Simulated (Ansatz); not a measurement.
# GeO2, pressure series

Base system: GeO2 in the rutile structure (space group P4_2/mnm, No. 136).

```yaml
crystal:
  lattice:
    - [4.48750, 0.00000, 0.00000]
    - [0.00000, 4.48750, 0.00000]
    - [0.00000, 0.00000, 2.90497]
  atoms:
    - { symbol: Ge, position: [0.00000, 0.00000, 0.00000] }
    - { symbol: Ge, position: [0.50000, 0.50000, 0.50000] }
    - { symbol: O, position: [0.30714, 0.30714, 0.00000] }
    - { symbol: O, position: [0.80714, 0.19286, 0.50000] }
    - { symbol: O, position: [0.19286, 0.80714, 0.50000] }
    - { symbol: O, position: [0.69286, 0.69286, 0.00000] }
```

Cell and atoms are relaxed at each pressure.

Calculations: Kohn–Sham DFT with the PBE functional, run in Ansatz (an electronic-structure program) with PAW and 420 eV plane waves, without spin-orbit coupling.

Candidates:
(a) pressure 4.2 GPa
(b) pressure 1.8 GPa
(c) pressure 45 GPa
(d) pressure 30 GPa

Base values:

- Band gap = 1.23 eV

**Question.** Order them by band gap, highest first.

**Answer.** (c) pressure 45 GPa (3.22 eV), (d) pressure 30 GPa (2.63 eV), (a) pressure 4.2 GPa (1.44 eV), (b) pressure 1.8 GPa (1.32 eV)

Load acts through the strain it causes; cell and atoms are relaxed under it. Whether these cells are dynamically stable was not tested. No other phases were tried under pressure.
